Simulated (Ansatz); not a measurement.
A run of Ansatz 0.2.0 is set up as follows.

File input.yaml:

```yaml
crystal:
  lattice:
    - [0.0, 1.813001, 1.813001]
    - [1.813001, 0.0, 1.813001]
    - [1.813001, 1.813001, 0.0]
  atoms:
    - { symbol: "N", position: [0.25, 0.25, 0.25] }
    - { symbol: B, position: [0.0, 0.0, 0.0] }
kpoints:
  mp_grid: { grid: [13, 13, 13] }
scf:
  occupations: { method: fermi_dirac, width: 0.05 }
hamiltonian:
  xc: rpbe
  dispersion: d3bj
  pseudopotentials: { kind: all_electron, lapw: { basis_error: 0.001 } }
output:
  forces: true
  stress: true
relax:
  f_tol: 0.02
  max_steps: 60
  cell: {}
```

Potentials or basis: all-electron LAPW, scalar-relativistic.

The run is started by

```console
$ ansatz run input.yaml --threads 1 --pin off --max-ram 3072MiB --backend cpu --events-out ev --progress --plain --runs-dir out
```

Question: Estimate the relaxed volume.

Answer: 5.73 Å³/atom.

Question: What does it give for the relaxed cell?

Answer: a = 2.531 Å, b = 2.531 Å, c = 2.531 Å, α = 60.00°, β = 60.00°, γ = 60.00°.

Question: What does it give for the space group after relaxing (to 0.05 Å)?

Answer: F-43m (No. 216).

Final structure:
```xyz
2
Lattice="0.0000 1.7896 1.7896 1.7896 0.0000 1.7896 1.7896 1.7896 0.0000" Properties=species:S:1:pos:R:3 pbc="T T T"
N     0.8948    0.8948    0.8948
B     0.0000    0.0000    0.0000
```
